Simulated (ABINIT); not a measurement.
Planning a run of ABINIT 10.8.3 on RbCl (Fm-3m). The input:

```
acell 3*1.0 Angstrom
rprim 
  -0.000000000000 3.289500000000 3.289500000000
  3.289500000000 -0.000000000000 3.289500000000
  3.289500000000 3.289500000000 -0.000000000000
ntypat 2
znucl 37 17
natom 2
typat 1 2
xred 
  0.000000000000 0.000000000000 0.000000000000
  0.500000000000 0.500000000000 0.500000000000
pp_dirpath "pseudos"
pseudos "Rb.upf, Cl.upf"
ecut 25
ngkpt 4 4 4
nshiftk 1
shiftk 0 0 0
kptopt 1
chksymbreak 0
istwfk *1
occopt 1
irdwfk 1
optdriver 4
nband 609
gwcalctyp 2
ecutsigx 25
symsigma 1
nkptgw 1
kptgw 
  0.0000000000 0.0000000000 0.0000000000
bdgw 
  6 12
ecuteps 11.2
irdscr 1
gwmem 01
indata_prefix "in"
outdata_prefix "out"
tmpdata_prefix "tmp"
```

```sh
OMP_NUM_THREADS=1 mpirun -n 4 abinit run.abi > log
```

Q: How long will it take on 4 MPI ranks of Arm Neoverse V1, shared host, and how much memory?

It took 1.9 min; on shared hardware allow 56 s to 3.7 min. Peak host memory was 4.8 GiB.

[Paths, hosts, dates, memory and timing lines, banners, echoed tables and standing remarks are left out of the program output.]

[Logs are printed without paths, hosts, clocks, repeated set-up lines and the standing remarks that a program may print on its own settings, such as how far it seeks lower states.]

[Runs of the session that timed out or met a known fault of the program may be left out.]

[Hosts, paths, dates, database ids (printed as entryN), source tags and the programs' standing remarks are cut or masked in the printed files.]

[G0W0 gaps are taken among the corrected bands and points alone; a level outside them can change the order at an edge.]

[Where Ansatz stands beside ABINIT at settings called matched, ABINIT's density can come from a denser mesh and the files from another edition; pairs whose starting gaps differed by over 0.03 eV were left out, so agreement reads better than it is.]
